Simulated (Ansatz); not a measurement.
Ta: equation of state with PBE

**Measured values to compare with.**

“Pressure effects on the electronic structure and superconductivity of (TaNb)0.67(HfZrTi)0.33 high entropy alloy”, 2019, arxiv:1910.08312 quotes, for a bulk crystal of Ta: bulk modulus 194 GPa.

Crystal: Ta.

```
Ta
1.0
    -1.65128    1.65128    1.65128
     1.65128   -1.65128    1.65128
     1.65128    1.65128   -1.65128
Ta
1
Direct
  0.00000 0.00000 0.00000
```

```
Program             : Ansatz 0.2.0
Task                : equation of state
Functional          : PBE
Potentials or basis : Ansatz PAW earlier set
Cutoff              : 520 eV
Density cutoff      : 2080 eV
k mesh              : 11 × 11 × 11
Occupations         : fermi-dirac, width 0.05 eV
Spin                : no spin polarisation
```

```yaml
Equilibrium_volume: 18.25 Å³/atom
Bulk_modulus: 193 GPa
Pressure_derivative_of_the_bulk_modulus: 4.4
```

Energy against volume, from the lowest point:
```
volume (Å³/atom)  energy (meV/atom)
          16.930              64.97
          17.290              32.74
          17.650              11.94
          18.010               1.37
          18.371               0.00
          18.731               6.91
          19.091              21.31
```

All runs of the series together: 5.5 s on 2 threads of Arm Neoverse V2, with other jobs on the host.

Against the measured bulk modulus of Ta, 194 GPa (quoted in “Pressure effects on the electronic structure and superconductivity of (TaNb)0.67(HfZrTi)0.33 high entropy alloy”, 2019, arxiv:1910.08312), the calculated 193 GPa is off by -0.3 %. The fit is for a static lattice scaled at fixed shape and fixed fractional positions.

Spin-orbit coupling is left out, which matters for the levels of Ta. PBE usually gives volumes a little too large and moduli too small.
